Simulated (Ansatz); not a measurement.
# SnS2: the cost of one run

Computed with Ansatz 0.2.0 (DFT PBEsol with spin–orbit coupling, plane waves, PAW, unless a step's input says otherwise).

2 further runs of the same task are left out: 2 set aside as unsound or not needed.

## Step 1: The system as given

It takes space group P-3m1 (No. 164, trigonal). Conventional cell: a = 3.612 Å, b = 3.612 Å, c = 5.452 Å, α = 90.00°, β = 90.00°, γ = 120.00°. Sn (site symmetry -3m) is surrounded by 6 S at 2.55 Å. S (site symmetry 3m) has 3 Sn at 2.55 Å as nearest neighbours.

As a file:

```xyz
3
Lattice="3.6122 0.0000 0.0000 -1.8061 3.1283 0.0000 0.0000 0.0000 5.4517" Properties=species:S:1:pos:R:3 pbc="T T T"
Sn    0.0000    0.0000    0.0000
S     0.0000    2.0855    1.4724
S     1.8061    1.0428    3.9793
```

Origin of the cell: volume kept, shape and atoms relaxed. At PBEsol, without spin–orbit coupling, an earlier run found 3.85 GPa for this cell of 20.535 Å³/atom (12×12×6 mesh), mesh gap 0.82 eV. The cell is compressed at this level.

## Step 2: Spin-orbit coupling: topological invariants

input.yaml reads:

```yaml
crystal:
  lattice:
    - [3.6122328445, 0.0, 0.0]
    - [-1.8061164222, 3.1282854077, 0.0]
    - [0.0, 0.0, 5.4516973868]
  atoms:
    - { symbol: Sn, position: [0.0, 0.0, 0.0] }
    - { symbol: S, position: [0.3333333333, 0.6666666667, 0.2700839783] }
    - { symbol: S, position: [0.6666666667, 0.3333333333, 0.7299160217] }
basis:
  ecutwfc: 420
  ecutrho_ratio: 4
kpoints:
  mp_grid: { grid: [6, 6, 4] }
hamiltonian:
  xc: pbesol
scf:
  occupations: { method: gaussian, width: 0.05 }
output:
  forces: true
  stress: true
  eigenvalues: true
  populations: true
  topological_invariants: true
magnetization:
  noncollinear: true
  spin_orbit: true
```

On the command line:

```console
$ ansatz run input.yaml --threads 4 --pin off --max-ram 9216MiB --backend cpu --events-out ev --progress --plain --runs-dir out
```

**Question.** How long does this run take on 4 threads of Arm Neoverse V2, shared host, and how much memory does it need?

About 48 s, with a peak of 0.79 GiB.
